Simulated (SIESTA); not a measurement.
WC:

```
W C
1.0
     0.00000    2.19268    2.19268
     2.19268    0.00000    2.19268
     2.19268    2.19268    0.00000
W C
1 1
Direct
  0.00000 0.00000 0.00000
  0.50000 0.50000 0.50000
```

Measurements of this composition are mostly on another form, of space group No. 187.

Program: SIESTA 5.4.2. Alike in all runs: no spin polarisation; cell as given; k mesh 10 × 10 × 10; smearing fermi-dirac 0.05 eV; grid cutoff 800 Ry; energy shift 0.003 Ry.

Problem. Order these runs on this cell by their pressure, lowest first.
A. level BLYP; potentials or basis PseudoDojo 0.4 standard (PBE files), DZP (energy shift 0.003 Ry; two zetas on semicore shells)
B. level LDA; potentials or basis PseudoDojo 0.4 standard (LDA files), DZP (energy shift 0.003 Ry; two zetas on semicore shells)
C. level PBEsol; potentials or basis PseudoDojo 0.4 standard (PBEsol files), DZP (energy shift 0.003 Ry; two zetas on semicore shells)

Solution. B (-7.4 GPa), C (-0.5 GPa), A (21.1 GPa).

Caveats: short orbitals over semicore shells can move pressures by several GPa; the basis of atomic orbitals isn't converged, which shifts pressures, moduli and gaps; the potentials were made for another functional, which shifts forces and pressure (some runs).

Not every run made on this cell is shown here.
